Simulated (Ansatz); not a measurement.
A crystal relaxed with r2SCAN in Ansatz has space group Fm-3m (No. 225) and a = 6.922 Å.

```csv
atom,site,x,y,z
Xx,4a,0.0000,0.0000,0.0000
Br,4b,0.5000,0.0000,0.0000
```

r2SCAN gives a direct gap of 4.89 eV at Γ. HSE06 gives a direct gap of 5.44 eV at Γ. PBE gives a direct gap of 4.29 eV at Γ. Meshes: r2SCAN 6×6×6, HSE06 4×4×4, PBE 6×6×6. r2SCAN's ε∞ is 2.4 in all directions.

Task: Which element is Xx?
A. H
B. Li
C. Rb
D. Cs

Result: C. Xx is Rb: RbBr (started from an entry of an open crystallographic database). Around Rb lie 6 Br at 3.46 Å; around Br lie 6 Rb at 3.46 Å.

Calculated for a static, non-magnetic cell.

Spin-orbit coupling is left out.

The meshes of the hybrids are coarse, so their gaps aren't converged to the digits shown.
